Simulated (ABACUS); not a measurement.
Al in ABACUS: the effect of strain along c

Crystal: Al.

```
Al
1.0
     2.72176    0.00000    0.00000
     0.00000    2.72176    0.00000
     0.00000    0.00000    2.55845
Al
1
Direct
  0.00000 0.00000 0.00000
```

The cell isn't the ideal one: cell strained by -0.06 along c.

Alike in all runs:

| Quantity | Value |
| --- | --- |
| Program | ABACUS 3.10.1 |
| Task | single point |
| Functional | PBE |
| Potentials or basis | PseudoDojo NC SR 0.4.1 PBE standard |
| Cutoff | 558 eV |
| Density cutoff | 2231 eV |
| Basis | plane waves |
| k mesh | 7 × 7 × 7 |
| Occupations | fermi-dirac, width 0.05 eV |
| Spin | no spin polarisation |
| Radial cutoff of the potentials (pseudo_rcut) | 7 bohr |
| SCF threshold on the density | 1e-08 |
| Max SCF steps | 100 |
| Eigensolver | dav |
| Mixing | broyden |
| Mixing share | 0.7 |

Question: One run gave: pressure 1.7 GPa. Which strain along c did it use?
A. 0.03
B. 0.06
C. 0
D. -0.06
E. -0.03

Answer: E.

```csv
strain along c,pressure (GPa)
-0.06,4.4
-0.03,1.7
0,-0.4
0.03,-1.9
0.06,-2.9
```
